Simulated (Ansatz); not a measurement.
## WS2 (Tungstenite) in Ansatz: convergence with n extra bands

Input of the first run (n extra bands 1); the others differ in this setting and in those tied to it:

File input.yaml:

```yaml
crystal:
  lattice:
    - [1.579, 0.9116360751, 6.1633333333]
    - [-1.579, 0.9116360751, 6.1633333333]
    - [0.0, -1.8232721501, 6.1633333333]
  atoms:
    - { symbol: W, position: [-0.012977, 0.010914, 0.008371] }
    - { symbol: S, position: [0.5857, 0.58146, 0.572522] }
    - { symbol: S, position: [0.747503, 0.739975, 0.770819] }
hamiltonian:
  xc: r2scan
  pseudopotentials: { kind: nc, accuracy: standard }
kpoints:
  mp_grid: { grid: [7, 7, 7] }
scf:
  occupations: { method: cold, width: 0.05 }
  n_extra_bands: 1
output:
  forces: true
  stress: true
  eigenvalues: true
```

Potentials or basis: PseudoDojo standard (PBE files).

Command:

```sh
$ ansatz run input.yaml --threads 2 --pin off --max-ram 5632MiB --backend cpu --events-out ev --progress --plain --runs-dir out
```

The cell isn't the ideal one: atoms moved at random, drawn with an rms of 0.05 Å.

Hardware: 2 threads of Intel(R) Xeon(R) Processor @ 2.50GHz (Skylake/Cascade Lake), with other jobs on the host.

```tsv
n extra bands	energy less the tightest run, at zero smearing (meV/atom)	SCF cycles	CPU time (s)	peak memory (GiB)
1	0.00	9	120	0.78
2	0.00	9	120	0.79
4	0.00	9	130	0.81
8	0.00	9	140	0.86
16	0.00	9	160	0.96
32	0.00	9	210	1.1
```

Against the tightest run, the energy stays within 1 meV/atom from 1 on. The tightest run that finished is the yardstick and may itself not be fully converged.

Caveat, for the tightest run too: the meta-GGA runs on potentials made for a GGA; odd divisions of the mesh miss points on the zone boundary, where band edges often lie, so the gap on the mesh can be too wide; spin-orbit coupling is left out, which moves the levels of the heavy elements.
